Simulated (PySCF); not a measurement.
Molecule: `FC(F)F`, CHF3.

Geometry:
```tsv
atom	x (Å)	y (Å)	z (Å)
F1	0.816	0.954	-0.358
C2	0.016	-0.026	0.043
F3	0.426	-1.162	-0.509
F4	-1.216	0.231	-0.380
H5	0.032	-0.108	1.143
```

Geometry PBE0-D3(BJ)/def2-SVP throughout; GIAO in PySCF 2.14, gas phase, one conformer, non-relativistic; equivalent atoms averaged; functional PBE0.

**Question.** How do the shifts δ (against CFCl3, TMS at the same level) depend on the basis set? (ppm; last column core-seconds on shared hosts with different chips, so compare them loosely)

**Answer.** 
| basis set | functions | F1/F3/F4 | C2 | H5 | core-s |
| --- | --- | --- | --- | --- | --- |
| STO-3G | 21 | -102.0 | 92.7 | 3.63 | 0.76 |
| 6-31G | 38 | -95.6 | 120.3 | 6.34 | 1.5 |
| pcSseg-0 | 38 | -94.5 | 136.4 | 7.11 | 1.5 |
| 6-31G* | 58 | -85.6 | 115.5 | 6.16 | 1.9 |
| def2-SVP | 61 | -72.0 | 116.5 | 5.60 | 2 |
| cc-pVDZ | 61 | -81.7 | 116.1 | 5.76 | 2.3 |
| pcSseg-1 | 73 | -86.5 | 121.8 | 6.17 | 6 |
| aug-cc-pVDZ | 101 | -83.7 | 117.2 | 6.52 | 3.6 |
| 6-311+G(2d,p) | 114 | -90.4 | 119.9 | 6.36 | 3.9 |
| def2-TZVP | 130 | -86.1 | 123.0 | 6.26 | 4.8 |
| cc-pVTZ | 134 | -84.6 | 122.4 | 6.17 | 4.9 |
| IGLO-III | 150 | -88.0 | 124.3 | 6.50 | 5.3 |
| pcSseg-2 | 158 | -88.2 | 125.5 | 6.33 | 4.5 |
| pcSseg-3 | 321 | -89.4 | 125.5 | 6.46 | 25 |

**Question.** Which nucleus moves most, in ppm?

**Answer.** C2 (CF3 carbon): from 92.7 ppm with STO-3G to 136.4 ppm with pcSseg-0. The smallest spread is 3.49 ppm, at H5. Proton shifts span only some 12 ppm, so a few tenths of a ppm matter as much there as several ppm in carbon.

**Question.** Taking the largest basis, pcSseg-3 (321 functions), as the yardstick, rank the others by their worst heavy-atom deviation.

**Answer.** pcSseg-2 1.3 ppm (158 functions), IGLO-III 1.5 ppm (150 functions), def2-TZVP 3.3 ppm (130 functions), pcSseg-1 3.8 ppm (73 functions), cc-pVTZ 4.9 ppm (134 functions), 6-311+G(2d,p) 5.6 ppm (114 functions), 6-31G 6.2 ppm (38 functions), aug-cc-pVDZ 8.3 ppm (101 functions), cc-pVDZ 9.4 ppm (61 functions), 6-31G* 10.0 ppm (58 functions), pcSseg-0 10.9 ppm (38 functions), def2-SVP 17.4 ppm (61 functions), STO-3G 32.8 ppm (21 functions).

A small basis that lands close on one nucleus may do so by chance; judge by the trend and by all nuclei.
